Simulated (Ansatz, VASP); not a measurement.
# Si72O143 (V_O (F centre)): VASP beside Ansatz

Aim: how closely do two programs agree when they are given the same cell, functional and k mesh? The cell is taken from a series of runs on this material, whose earlier steps may have relaxed, scaled, displaced or heated it; both programs get it as it stands.

Calculated with Ansatz 0.2.0; plane waves, with VASP 6.6.1 beside it; single point at PBE.

### 1. The structure

The cell holds 215 atoms: 72 Si and 143 O. Its edges and angles: a = 14.908 Å, b = 14.908 Å, c = 15.063 Å, α = 70.3°, β = 70.3°, γ = 71.4°. It derives from SiO2 (SiO2 (P3_121)). Nearest the centre at fractional (0.488, 0.409, 0.479): Si65 at 1.09 Å, Si45 at 1.28 Å, O125 at 2.01 Å, O88 at 2.30 Å, O192 at 2.36 Å, O164 at 2.40 Å, O166 at 2.45 Å, O160 at 2.59 Å.

### 2. Ansatz: single point, PBE

Ansatz runs on its default PAW (the set named soft_2) files.

With cell and atoms fixed, the geometry can't cause a difference; cores, projectors, grids and the points listed under the comparison can.

Contents of input.yaml:

```yaml
crystal:
  lattice:
    - [-5.02102743, 8.69667461, 11.01895208]
    - [10.04205485, 0.0, 11.01895208]
    - [7.53154114, 13.04501191, 0.0]
  atoms:
    - { symbol: Si, position: [0.21541862196, 0.45291953816, 0.18923169055] }
    - { symbol: Si, position: [0.46491314752, 0.20067279907, 0.03131540286] }
    - { symbol: Si, position: [0.03704496653, 0.29826230917, 0.13412697098] }
    - { symbol: Si, position: [0.28655901352, 0.04868168957, 0.30414858186] }
    - { symbol: Si, position: [0.00065325844, 0.00184335233, 0.17499544246] }
    - { symbol: Si, position: [0.2508843811, 0.25046308943, 0.00928517945] }
    - { symbol: O, position: [0.01094927014, 0.09236650046, 0.07738805825] }
    - { symbol: O, position: [0.26185529998, 0.34188922536, 0.24449101167] }
    - { symbol: O, position: [0.23937456907, 0.03476051611, 0.22795612707] }
    - { symbol: O, position: [0.48202518976, 0.27575995677, 0.0779750469] }
    - { symbol: O, position: [0.15564342143, 0.28250236491, 0.09459871033] }
    - { symbol: O, position: [0.40507267397, 0.03192243442, 0.26363590003] }
    - { symbol: O, position: [0.24128926886, 0.15926281504, 0.3178899548] }
    - { symbol: O, position: [0.49095014813, 0.41451083008, 0.14206804823] }
    - { symbol: O, position: [0.01049307364, 0.21856918072, 0.23821483733] }
    - { symbol: O, position: [0.26317428494, 0.46847907592, 0.07237348247] }
    - { symbol: O, position: [0.0972068488, 0.4692563376, 0.21466648255] }
    - { symbol: O, position: [0.34753548572, 0.21548273534, 0.05047660062] }
    - { symbol: Si, position: [0.20465242815, 0.45213010561, 0.52438393352] }
    - { symbol: Si, position: [0.46145507186, 0.21648329781, 0.36836113185] }
    - { symbol: Si, position: [0.03386626683, 0.29676232437, 0.46773127056] }
    - { symbol: Si, position: [0.28568088602, 0.04388291564, 0.63554710517] }
    - { symbol: Si, position: [-0.00148971968, -0.00160017023, 0.50612594278] }
    - { symbol: Si, position: [0.25011886148, 0.25323302888, 0.3438169716] }
    - { symbol: O, position: [0.01057881615, 0.08805886003, 0.40778675035] }
    - { symbol: O, position: [0.25788990999, 0.34146752728, 0.57468790403] }
    - { symbol: O, position: [0.23502037577, 0.02819557313, 0.56345564872] }
    - { symbol: O, position: [0.47493266552, 0.30119317157, 0.40764608774] }
    - { symbol: O, position: [0.1519002839, 0.28611255746, 0.42622449375] }
    - { symbol: O, position: [0.40414362969, 0.0207880688, 0.59391291121] }
    - { symbol: O, position: [0.24275073822, 0.15688446698, 0.64230371446] }
    - { symbol: O, position: [0.01123932477, 0.21879440398, 0.57380273587] }
    - { symbol: O, position: [0.25564956405, 0.47388847801, 0.40754337739] }
    - { symbol: O, position: [0.08767934387, 0.46126401561, 0.54953627378] }
    - { symbol: O, position: [0.34424137806, 0.22718537171, 0.38718248308] }
    - { symbol: Si, position: [0.21587330314, 0.45260577244, 0.85761551355] }
    - { symbol: Si, position: [0.46190526568, 0.21011053077, 0.69340120824] }
    - { symbol: Si, position: [0.03501240782, 0.29707131538, 0.80078402695] }
    - { symbol: Si, position: [0.28661945346, 0.04998053638, 0.96863723284] }
    - { symbol: Si, position: [0.0031486741, -0.00196659112, 0.83985819653] }
    - { symbol: Si, position: [0.2495834369, 0.24962659933, 0.67148706787] }
    - { symbol: O, position: [0.0123903003, 0.09149596678, 0.74488311198] }
    - { symbol: O, position: [0.26339727564, 0.34209571393, 0.91316935393] }
    - { symbol: O, position: [0.23930699304, 0.0309188382, 0.89581811449] }
    - { symbol: O, position: [0.47746961516, 0.28123939632, 0.74556029685] }
    - { symbol: O, position: [0.15319790661, 0.27900635776, 0.75674471526] }
    - { symbol: O, position: [0.40422010726, 0.03871112813, 0.92283024743] }
    - { symbol: O, position: [0.23662597276, 0.16111539955, 0.97990805929] }
    - { symbol: O, position: [0.49047969676, 0.41157394631, 0.8168486183] }
    - { symbol: O, position: [0.0109751575, 0.21853611072, 0.90615998368] }
    - { symbol: O, position: [0.26268720775, 0.46684830427, 0.74115459173] }
    - { symbol: O, position: [0.09764076846, 0.4675550314, 0.88385286975] }
    - { symbol: O, position: [0.34500537667, 0.221719995, 0.71293309811] }
    - { symbol: Si, position: [0.2159151496, 0.95547991982, 0.19115009636] }
    - { symbol: Si, position: [0.46370043795, 0.70592141751, 0.02631757586] }
    - { symbol: Si, position: [0.03605887513, 0.79921909147, 0.13483242683] }
    - { symbol: Si, position: [0.28430162704, 0.54956139451, 0.30100307482] }
    - { symbol: Si, position: [0.00112987388, 0.50109304893, 0.17314288183] }
    - { symbol: Si, position: [0.24966260119, 0.75059601989, 0.0092024091] }
    - { symbol: O, position: [0.01152107052, 0.59269105709, 0.07657444616] }
    - { symbol: O, position: [0.26240743997, 0.84424403344, 0.24633453871] }
    - { symbol: O, position: [0.23989626619, 0.53210232738, 0.22498945871] }
[... 48 lines left out ...]
    - { symbol: Si, position: [0.53645199273, 0.29976054712, 0.14148168641] }
    - { symbol: Si, position: [0.78682244943, 0.04852955338, 0.30235625308] }
    - { symbol: Si, position: [0.50090019436, -0.00180064238, 0.17991216152] }
    - { symbol: Si, position: [0.75091331855, 0.25155392849, 0.00812644034] }
    - { symbol: O, position: [0.5119581669, 0.08770450238, 0.08155188449] }
    - { symbol: O, position: [0.76418130635, 0.34034574592, 0.23952786901] }
    - { symbol: O, position: [0.7415367075, 0.03112106689, 0.22686476744] }
    - { symbol: O, position: [0.99242590623, 0.28261042011, 0.05710529636] }
    - { symbol: O, position: [0.65424310298, 0.28066149947, 0.09313286908] }
    - { symbol: O, position: [0.90517912618, 0.03449619284, 0.2600105694] }
    - { symbol: O, position: [0.73647787677, 0.15933097853, 0.31488345337] }
    - { symbol: O, position: [0.98922784039, 0.40961466871, 0.14540906906] }
    - { symbol: O, position: [0.5166031367, 0.23051299309, 0.25286084862] }
    - { symbol: O, position: [0.75914920536, 0.47133328273, 0.07207139568] }
    - { symbol: O, position: [0.59625701291, 0.46828339714, 0.21927463015] }
    - { symbol: O, position: [0.84632201614, 0.2223290707, 0.05032813834] }
    - { symbol: Si, position: [0.71169366603, 0.4486812259, 0.52228162346] }
    - { symbol: Si, position: [0.96390163087, 0.20030838844, 0.35538443708] }
    - { symbol: Si, position: [0.53508028163, 0.32226319384, 0.47071756478] }
    - { symbol: Si, position: [0.78399511259, 0.04705270147, 0.63451115816] }
    - { symbol: Si, position: [0.500065288, -0.00015791679, 0.50470195765] }
    - { symbol: Si, position: [0.74952301023, 0.25227720548, 0.33926537127] }
    - { symbol: O, position: [0.50901618241, 0.10413385976, 0.42120547341] }
    - { symbol: O, position: [0.76385795089, 0.33919171485, 0.57640271594] }
    - { symbol: O, position: [0.733521611, 0.02924118755, 0.56343029348] }
    - { symbol: O, position: [0.99069557291, 0.27642037613, 0.39274569258] }
    - { symbol: O, position: [0.6536247582, 0.29195470767, 0.41982357977] }
    - { symbol: O, position: [0.90191062806, 0.03240178406, 0.58908440595] }
    - { symbol: O, position: [0.73633266933, 0.15846302467, 0.64563059955] }
    - { symbol: O, position: [0.97997681352, 0.40837329981, 0.47619220937] }
    - { symbol: O, position: [0.51347396311, 0.24312431132, 0.57726386563] }
    - { symbol: O, position: [0.76533529614, 0.46865473641, 0.40600470499] }
    - { symbol: O, position: [0.59554729387, 0.45500269909, 0.5402140387] }
    - { symbol: O, position: [0.84520670415, 0.21869843497, 0.38208602044] }
    - { symbol: Si, position: [0.71423070286, 0.45515042417, 0.85725341876] }
    - { symbol: Si, position: [0.96317871933, 0.20206691866, 0.69076737075] }
    - { symbol: Si, position: [0.53613206218, 0.29921871097, 0.80869637384] }
    - { symbol: Si, position: [0.78702825033, 0.0475848723, 0.96765001766] }
    - { symbol: Si, position: [0.4998080739, 0.00592415969, 0.83820390934] }
    - { symbol: Si, position: [0.74946340973, 0.24898463771, 0.67390764232] }
    - { symbol: O, position: [0.51064544602, 0.09564486129, 0.7393249874] }
    - { symbol: O, position: [0.76002749003, 0.34357155301, 0.91177842442] }
    - { symbol: O, position: [0.73761915559, 0.03425153242, 0.89324486245] }
    - { symbol: O, position: [0.98469240234, 0.28221643423, 0.72779209065] }
    - { symbol: O, position: [0.65322634449, 0.2833350274, 0.75700845218] }
    - { symbol: O, position: [0.90549200863, 0.02498240525, 0.92492460981] }
    - { symbol: O, position: [0.74424996331, 0.15954026601, 0.97753895014] }
    - { symbol: O, position: [0.99028049099, 0.40846398844, 0.81248595643] }
    - { symbol: O, position: [0.52007294595, 0.22214160037, 0.91576549341] }
    - { symbol: O, position: [0.75918370629, 0.46925250367, 0.74025982668] }
    - { symbol: O, position: [0.59534895903, 0.47436298928, 0.88581162724] }
    - { symbol: O, position: [0.84524621939, 0.21510517248, 0.71657728543] }
    - { symbol: Si, position: [0.71577276553, 0.95295443962, 0.1909630026] }
    - { symbol: Si, position: [0.96446719892, 0.70449699847, 0.02332367883] }
    - { symbol: Si, position: [0.53571493757, 0.79554330561, 0.13914246625] }
    - { symbol: Si, position: [0.78789996911, 0.54731366294, 0.30071838676] }
    - { symbol: Si, position: [0.50033117787, 0.50279919052, 0.17639118304] }
    - { symbol: Si, position: [0.7499514986, 0.75173915055, 0.00844947338] }
    - { symbol: O, position: [0.51230642395, 0.59583477343, 0.0817547548] }
    - { symbol: O, position: [0.76413914539, 0.84091874378, 0.24245982792] }
    - { symbol: O, position: [0.74109367508, 0.5298112726, 0.22654186804] }
    - { symbol: O, position: [0.99018008748, 0.78306373388, 0.05899803247] }
    - { symbol: O, position: [0.65369008334, 0.78035081583, 0.09419343339] }
    - { symbol: O, position: [0.90589655714, 0.53298351274, 0.25825336505] }
    - { symbol: O, position: [0.73901603113, 0.65888296265, 0.31093596719] }
    - { symbol: O, position: [0.98837053137, 0.90994972279, 0.14809198116] }
    - { symbol: O, position: [0.51389597046, 0.71226562379, 0.24142223375] }
    - { symbol: O, position: [0.75988404247, 0.97069680251, 0.07359102491] }
    - { symbol: O, position: [0.59716898339, 0.96833881082, 0.22087423444] }
    - { symbol: O, position: [0.84589639515, 0.72154766976, 0.05005113865] }
    - { symbol: Si, position: [0.71376014784, 0.95001739509, 0.5237225454] }
    - { symbol: Si, position: [0.96462451912, 0.7009820224, 0.35589584885] }
    - { symbol: Si, position: [0.53720251953, 0.79738594774, 0.46586298171] }
    - { symbol: Si, position: [0.77755887357, 0.54804746228, 0.6340383012] }
    - { symbol: Si, position: [0.5065517644, 0.46805324377, 0.49158226048] }
    - { symbol: Si, position: [0.7511100676, 0.74983581951, 0.33934811571] }
    - { symbol: O, position: [0.50579867445, 0.57106377419, 0.40365750593] }
    - { symbol: O, position: [0.76316566719, 0.83892114931, 0.57664724058] }
    - { symbol: O, position: [0.72392869616, 0.53018998275, 0.56536511705] }
    - { symbol: O, position: [0.99006529265, 0.77756772376, 0.39409511026] }
    - { symbol: O, position: [0.65538504808, 0.78209009465, 0.42355633242] }
    - { symbol: O, position: [0.89526252658, 0.53404270949, 0.58601658794] }
    - { symbol: O, position: [0.73094427667, 0.65944768768, 0.64592534216] }
    - { symbol: O, position: [0.98719639351, 0.90633571465, 0.47913539631] }
    - { symbol: O, position: [0.51288870572, 0.72758199583, 0.57613672686] }
    - { symbol: O, position: [0.76329889539, 0.96878475766, 0.40693510877] }
    - { symbol: O, position: [0.5963089732, 0.96100162133, 0.54776099847] }
    - { symbol: O, position: [0.84631052415, 0.71715181854, 0.38246926126] }
    - { symbol: Si, position: [0.71354000085, 0.95546070901, 0.85685291722] }
    - { symbol: Si, position: [0.96251324185, 0.70029549514, 0.69071057984] }
    - { symbol: Si, position: [0.53669902384, 0.80064921636, 0.80400899527] }
    - { symbol: Si, position: [0.78749943515, 0.54911616081, 0.967081381] }
    - { symbol: Si, position: [0.5003848103, 0.5046897506, 0.84283126961] }
    - { symbol: Si, position: [0.7482897932, 0.74829835916, 0.67372538495] }
    - { symbol: O, position: [0.51189372373, 0.5940115942, 0.74400180845] }
    - { symbol: O, position: [0.75867255531, 0.84425944861, 0.91272905027] }
    - { symbol: O, position: [0.74217960715, 0.53380089119, 0.89052549779] }
    - { symbol: O, position: [0.98058090838, 0.78149959836, 0.72908495059] }
    - { symbol: O, position: [0.65479311642, 0.78386637116, 0.7588163106] }
    - { symbol: O, position: [0.90621350689, 0.53042301842, 0.92739333461] }
    - { symbol: O, position: [0.74152413562, 0.6607255862, 0.97747481188] }
    - { symbol: O, position: [1.00110175301, 0.90661866918, 0.8049315686] }
    - { symbol: O, position: [0.51409364457, 0.72269142056, 0.90995329295] }
    - { symbol: O, position: [0.76330576582, 0.96879183576, 0.74058480327] }
    - { symbol: O, position: [0.59524711985, 0.97496333585, 0.88045986375] }
    - { symbol: O, position: [0.84531321797, 0.71100851572, 0.71481707973] }
  host:
    repeats: [2, 2, 3]
    atoms:
      - { symbol: Si, position: [0.428373, 0.90496033, 0.571627] }
      - { symbol: Si, position: [0.928373, 0.40496033, 0.071627] }
      # ... 16 more atoms of the perfect host
basis:
  ecutwfc: 420
  xc_grid: 2
hamiltonian:
  xc: pbe
kpoints:
  mp_grid: { grid: [1, 1, 1] }
magnetization:
  spin_polarized: true
  initial_magnetization: 0
  spin_locking: { lock_magnetization: hard }
scf:
  occupations: { method: fermi_dirac, width: 0.01 }
  max_iter: 60
  n_extra_bands: 16
  lower_state_search: "off"
output:
  forces: true
checkpoint:
  read: "../exc.ground.q0.run"
  write: "../exc0_q0.ground.lm0.25.run"
  compress: false
  write_wavefunctions: false
  write_every: 100000
```

Launch:

```
ansatz run input.yaml --threads 4 --pin off --max-ram 18841MiB --backend cpu --events-out ev --progress --plain --runs-dir out
```

Numbers of over 12 decimals in the logs are rounded to 6 here.

The log of the run:

```text
Warning: checkpoint.read: the run can stay near the saved state's solution: 215 site(s) moved relative to the saved geometry (max |Δs| = 1.327e-2 fractional); the SCF starts from the saved state under `checkpoint.density_extrapolation: transplant`, in force with no word given; its orbitals are not used off its sites. A run without `checkpoint.read` takes nothing of the state. A lower free energy from it at the same positions (and U, V and field ramp, if any) shows a solution that this start missed, and an equal or higher one rules none out (checkpoint.read, Limitations, in the input reference)
scf.n_extra_bands = 16 over 573 filled bands (N_el = 1146.0): the run solves 589 bands
Engine: ansatz 0.2.0, aarch64-unknown-linux-gnu
Pseudopotentials: kind: paw
Pseudopotential: Si, paw, valence charge 4, recommended cutoff 420 eV (normal), Si.paw.azcp
Pseudopotential: O, paw, valence charge 6, recommended cutoff 420 eV (normal), O.paw.azcp
Functional definition: PBE
  parameter kappa = 0.804
  parameter beta = 0.066725
  exchange = pbe_x(kappa = kappa, mu = beta*pi^2/3)
  correlation = pbe_c(beta = beta)
Crystal: 215 atoms, lattice volume = 2886.937 Å³
Basis set: ecut = 420 eV, 56409 PW (Γ), exchange–correlation on 200×200×216 points (8 copies of the dense FFT grid, shifted against one another)
Bands: 589, of which v1, the nominal top of the filled ones, is band 573 counted from 1 (572 counted from 0)
Symmetry: 1 space group operations
Space group: P1 (ITA 1), of the structure as read, at distance tolerance 1.4e-4 Å
k-points: 1
Non-local potential: Si, projectors of the file, l = 0: 2, l = 1: 2, l = 2: 2
Non-local potential: O, projectors of the file, l = 0: 2, l = 1: 2, l = 2: 1
PAW form: soft (Blöchl's): semilocal exchange-correlation on the pseudo side does not see the compensation charge
PAW one-centre angular grid: Si, 110 points (default); XC on 64 Gauss nodes
PAW one-centre angular grid: O, 110 points (default); XC on 64 Gauss nodes
Initial density: read from a saved state, or passed on in memory by an earlier SCF of this step, an earlier step, the calling program or the single point that the run made first, carried with its atoms to this geometry
Initial wavefunctions: pseudopotential atomic-orbital guess
Functional: x = pbe(κ = 0.804, μ = 0.219515), c = pbe(β = 0.066725)
iter 1 solved again at ethr=7.26e-5 eV; its pass at ethr=3.10e-3 eV (dr2=8.32e-1 eV) is discarded
SCF iter   1: F=—  HF=-127162.910862 eV  |F-HF|=—  |Δ(HF+E_count)|=         —  Δρ=3.29e-3 (↑3.29e-3 ↓3.29e-3)  dr2=8.24e-1  dr2_m=0.00e0  M=0.000 μB ∫|m|=0.000 μB  β_m=0.30  ethr=7.26e-5  ⟨swp⟩=2.0  Hψ=3860  notcnv=0
preconditioner: auto → Resta (q_TF=auto, 2.339 Å⁻¹)  ε∞=3.9  [insulator: Δε(μ)=5.632 eV  Ē_g=13.732 eV  σ=0.010 eV  W_gap=1.00  n_scr=624 (ndim 8)  ℏωp=23.4 eV  f_vac=0.148  D(μ)=0.00/eV (n_scr^D=0)  ε∞_Penn≈3.9]
spin=Collinear: Resta preconditioning applied to the charge; magnetization (m = ρ↑ − ρ↓) channel mixes plain (no charge-response kernel on spin).
SCF iter   2: F=—  HF=-127162.800834 eV  |F-HF|=—  |Δ(HF+E_count)|=   1.10e-1  Δρ=2.37e-3 (↑2.37e-3 ↓2.37e-3)  dr2=4.18e-1  dr2_m=0.00e0  M=0.000 μB ∫|m|=0.000 μB  β_m=0.65  ethr=7.19e-5  ⟨swp⟩=3.0  Hψ=894  notcnv=0
SCF iter   3: F=—  HF=-127162.716144 eV  |F-HF|=—  |Δ(HF+E_count)|=   8.47e-2  Δρ=3.03e-4 (↑3.03e-4 ↓3.03e-4)  dr2=6.56e-3  dr2_m=0.00e0  M=0.000 μB ∫|m|=0.000 μB  β_m=0.68  ethr=3.65e-5  ⟨swp⟩=6.0  Hψ=1165  notcnv=0
SCF iter   4: F=—  HF=-127162.716957 eV  |F-HF|=—  |Δ(HF+E_count)|=   8.14e-4  Δρ=1.25e-4 (↑1.25e-4 ↓1.25e-4)  dr2=1.39e-3  dr2_m=0.00e0  M=0.000 μB ∫|m|=0.000 μB  β_m=0.69  ethr=5.72e-7  ⟨swp⟩=2.0  Hψ=1160  notcnv=0
SCF iter   5: F=—  HF=-127162.717292 eV  |F-HF|=—  |Δ(HF+E_count)|=   3.35e-4  Δρ=2.82e-5 (↑2.82e-5 ↓2.82e-5)  dr2=1.06e-4  dr2_m=0.00e0  M=0.000 μB ∫|m|=0.000 μB  β_m=0.85  ethr=1.22e-7  ⟨swp⟩=2.0  Hψ=1141  notcnv=0
SCF iter   6: F=—  HF=-127162.717392 eV  |F-HF|=—  |Δ(HF+E_count)|=   9.92e-5  Δρ=1.63e-5 (↑1.63e-5 ↓1.63e-5)  dr2=2.56e-5  dr2_m=0.00e0  M=0.000 μB ∫|m|=0.000 μB  β_m=0.77  ethr=9.24e-9  ⟨swp⟩=2.0  Hψ=1138  notcnv=0
SCF iter   7: F=—  HF=-127162.721691 eV  |F-HF|=—  |Δ(HF+E_count)|=   4.30e-3  Δρ=4.96e-6 (↑4.96e-6 ↓4.96e-6)  dr2=2.76e-6  dr2_m=0.00e0  M=0.000 μB ∫|m|=0.000 μB  β_m=0.80  ethr=2.24e-9  ⟨swp⟩=2.0  Hψ=1141  notcnv=0
SCF iter   8: F=—  HF=-127162.721692 eV  |F-HF|=—  |Δ(HF+E_count)|=   1.47e-6  Δρ=1.19e-6 (↑1.19e-6 ↓1.19e-6)  dr2=2.30e-7  dr2_m=0.00e0  M=0.000 μB ∫|m|=0.000 μB  β_m=0.90  ethr=2.41e-10  ⟨swp⟩=2.0  Hψ=1138  notcnv=0
SCF iter   9: F=-127162.721692 eV  HF=-127162.721692 eV  |F-HF|=4.87e-8  |Δ(HF+E_count)|=   2.30e-7  Δρ=9.94e-7 (↑9.94e-7 ↓9.94e-7)  dr2=8.44e-8  dr2_m=0.00e0  M=0.000 μB ∫|m|=0.000 μB  ethr=8.73e-12  ⟨swp⟩=4.0  Hψ=2035  notcnv=0
SCF 1 converged in 9 iterations: F = -127162.721692 eV  dr2 = 8.44e-8
[...]
atom  51  O     -0.12587375    -0.18908860     0.19899711
  atom  52  O     -0.01422815     0.00473719     0.01516247
  atom  53  O     -0.05046791     0.03298758     0.07230822
  atom  54  Si    -0.00090122     0.00272650    -0.00105349
  atom  55  Si     0.00156656     0.00694939    -0.01270981
  atom  56  Si     0.00134911     0.00412410     0.00064218
  atom  57  Si    -0.01081421     0.02417188    -0.01621516
  atom  58  Si    -0.00328681     0.00502697     0.00183039
  atom  59  Si     0.00122064     0.00299223     0.00032779
  atom  60  O      0.00105699    -0.00303246     0.00039678
  atom  61  O     -0.00091399     0.00757440    -0.00913460
  atom  62  O      0.00346755     0.01038889     0.00400794
  atom  63  O      0.00398807     0.02995454     0.00750222
  atom  64  O     -0.00115050    -0.00258821    -0.00228092
  atom  65  O     -0.00685791    -0.02753648    -0.00259843
  atom  66  O      0.00765017     0.00349014     0.00875981
  atom  67  O     -0.02293347     0.00496942    -0.01228514
  atom  68  O      0.00167326    -0.00437501     0.00367659
  atom  69  O      0.00073774    -0.00431753     0.00369350
  atom  70  O      0.00014765    -0.00343534    -0.00147385
  atom  71  O     -0.00962944     0.00674310     0.01102101
  atom  72  Si     0.00814180    -0.01838973     0.00812543
  atom  73  Si    -0.07069381     0.03310229    -0.08155679
  atom  74  Si    -0.00011252    -0.00047204    -0.00090325
[...]
atom 208  O     -0.02171439    -0.00476201     0.00720098
  atom 209  O      0.00666765    -0.00187583    -0.00706643
  atom 210  O      0.00316277     0.00346470     0.00579760
  atom 211  O     -0.05315477     0.02905256    -0.01240939
  atom 212  O      0.00264206     0.00211951     0.00246838
  atom 213  O      0.00299692    -0.00580502     0.00281012
  atom 214  O     -0.00091810    -0.00484252     0.00348270
  atom 215  O     -0.00057613    -0.01883209     0.00130185
  max |Σ_I F_I| component: 1.02e-4 eV/Å
```

Reading the cycles: dr2 is the Hartree energy of the density residual (eV), the measure of convergence; HF is the Harris–Foulkes estimate of the energy, which meets the free energy F at convergence.

(Continued in part 2 of 2.)

[Lines on the potential files, build, host, timing and source positions are cut from VASP's logs without a mark.]

[Logs are printed without paths, hosts, clocks, repeated set-up lines and the standing remarks that a program may print on its own settings, such as how far it seeks lower states.]

[Hosts, paths, dates, database ids (printed as entryN), source tags and the programs' standing remarks are cut or masked in the printed files.]
